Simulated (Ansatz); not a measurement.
**Ca in Ansatz: the effect of target pressure**

Crystal: Ca.

```
CELL_PARAMETERS angstrom
-2.20520 2.20520 2.19611
2.20520 -2.20520 2.19611
2.20520 2.20520 -2.19611
ATOMIC_POSITIONS crystal
Ca 0.50000 0.50000 0.00000
```

This isn't the form of Ca at room conditions, which is fcc.

Alike in all runs:

```yaml
Program: Ansatz 0.2.0
Task: relaxation of cell and atoms
Functional: r2SCAN
Potentials_or_basis: Ansatz PAW
Cutoff: "500 eV (not typed: the program's choice for these potentials)"
k_mesh: 9 × 9 × 9
Occupations: fermi-dirac, width 0.05 eV
Spin: no spin polarisation
```

Each run relaxes the cell or the atoms first.

```csv
target pressure,relaxed volume (Å³/atom)
0 GPa,43.33
2 GPa,39.21
5 GPa,34.72
10 GPa,?
20 GPa,25.22
30 GPa,22.16
```

Q: What does the run with target pressure 10 GPa give?

A: Relaxed volume 30.22 Å³/atom.

Worked out: In Murnaghan's law V^(-B') rises as a straight line in P. The other rows fit best with B' = 2.5, V0 = 43.31 Å³/atom and B0 = 17 GPa, which gives 30.30 Å³/atom at 10 GPa, against the run's 30.22.

Caveats: the plane-wave basis is chosen anew once the cell has moved, so the energies of steps on either side of that aren't comparable; the PAW data sets come from PBE, with cores solved anew for the run's functional, which leaves a small shift of forces and pressure; the volume moved by over 15 % at a fixed basis, so the end points are rough (some runs).
